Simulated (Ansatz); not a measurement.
# Te2Mo — ⁹⁷Mo nuclear quadrupole resonance

Cell: a COD entry whose atoms were relaxed with PBE, the cell held.

Space group P2_1/m (No. 11); a = 6.3300, b = 3.4690, c = 13.8600 Å, β = 93.92°.

| site | Wyckoff | site symmetry | x | y | z |
| --- | --- | --- | --- | --- | --- |
| Te1 | 2e | m | 0.5571 | 0.7500 | 0.3504 |
| Te3 | 2e | m | 0.5877 | 0.2500 | 0.1042 |
| Te5 | 2e | m | 0.0968 | 0.7500 | 0.1500 |
| Te7 | 2e | m | 0.0548 | 0.2500 | 0.3955 |
| Mo9 | 2e | m | 0.3207 | 0.7500 | 0.5067 |
| Mo11 | 2e | m | 0.1814 | 0.2500 | 0.0077 |

One atom of each set is listed.

The numbers come from a DFT calculation in Ansatz (PBE, plane waves and PAW, with spin–orbit coupling, 420 eV cutoff, Γ-centred 7×13×4 k-points, Fermi–Dirac smearing 0.05 eV).

⁹⁷Mo: I = 5/2, Q = 255.0 mb (year-2017 value). Static lattice, zero field.

Problem. Predict the zero-field ⁹⁷Mo lines of each site.

Solution. For I = 5/2 and η = 0 the lines are 3|C_Q|/20 and twice that; η pulls their ratio below 2. At large η the states mix, and weaker lines appear at sums of the main ones; lines under 5 % of the strongest are left out.

| site | atoms | V_zz (10²¹ V/m²) | C_Q (MHz) | η | line frequencies (MHz) |
| --- | --- | --- | --- | --- | --- |
| Mo9 | 2 | -6.96 | -42.9 | 0.79 | 9.80, 11.8, 21.6 |
| Mo11 | 2 | -7.11 | -43.8 | 0.78 | 9.94, 12.0, 22.0 |

Problem. And for ⁹⁵Mo (I = 5/2, Q = -22.00 mb) on Mo11?

Solution. C_Q scales with Q to 3.78 MHz, with lines at 0.858, 1.04, 1.90 MHz.

The run finds no gap above 0.1 eV (a metal, or nearly one), so the gradients can move by 10 % or more with the k-mesh.
